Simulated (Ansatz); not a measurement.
## BAs under changes of volume

One of the cells (13.626 Å³/atom); the others are scaled copies at fixed shape and fractional positions:

```xyz
2
Lattice="0.0000 2.3885 2.3885 2.3885 0.0000 2.3885 2.3885 2.3885 0.0000" Properties=species:S:1:pos:R:3 pbc="T T T"
As    3.5827    3.5827    3.5827
B     0.0000    0.0000    0.0000
```

| Item | Value |
| --- | --- |
| Program | Ansatz 0.2.0 |
| Functional | PBE0 |
| Potentials or basis | Ansatz PAW |
| Cutoff | 420 eV (not typed: the program's choice for these potentials) |
| k mesh | 5 × 5 × 5 |
| Occupations | fermi-dirac, width 0.05 eV |
| Spin | no spin polarisation |

```tsv
volume (Å³/atom)	energy over the lowest point (meV/atom)	pressure (GPa)	gap on the mesh (eV)
12.809	?	?	?
13.081	9.11	6.0	2.49
13.354	1.82	2.6	2.51
13.626	0.00	-0.4	2.53
13.899	3.09	-3.2	2.55
14.171	10.65	-5.7	2.56
14.444	22.25	-7.9	2.58
```

Task: What does the run at 12.809 Å³/atom give?

Result: Energy over the lowest point 22.45 meV/atom; pressure 9.7 GPa; gap on the mesh 2.47 eV.

Worked out: A Birch-Murnaghan fit of order 3 (a polynomial in V^(-2/3)) to the other rows has its minimum at 13.59 Å³/atom with B0 = V·E''(V) = 146 GPa and B' = 4.0. It gives 22.39 meV/atom at 12.809 Å³/atom, against the run's 22.45, and -dE/dV = 9.7 GPa, against 9.7. A straight line through the other rows of the gap, of slope 0.895 eV per unit of ln V, extrapolates to 2.47 eV, against the run's 2.47.

Energies are extrapolated to zero smearing.

Caveats: all runs use coarse meshes; odd divisions of the mesh miss points on the zone boundary, where band edges often lie, so the gap on the mesh can be too wide; the PAW data sets come from PBE, with cores solved anew for the run's functional, which leaves a small shift of forces and pressure; the thresholds are loose for stress.

A mesh can miss the band edges. Spin-orbit coupling on As is left out.
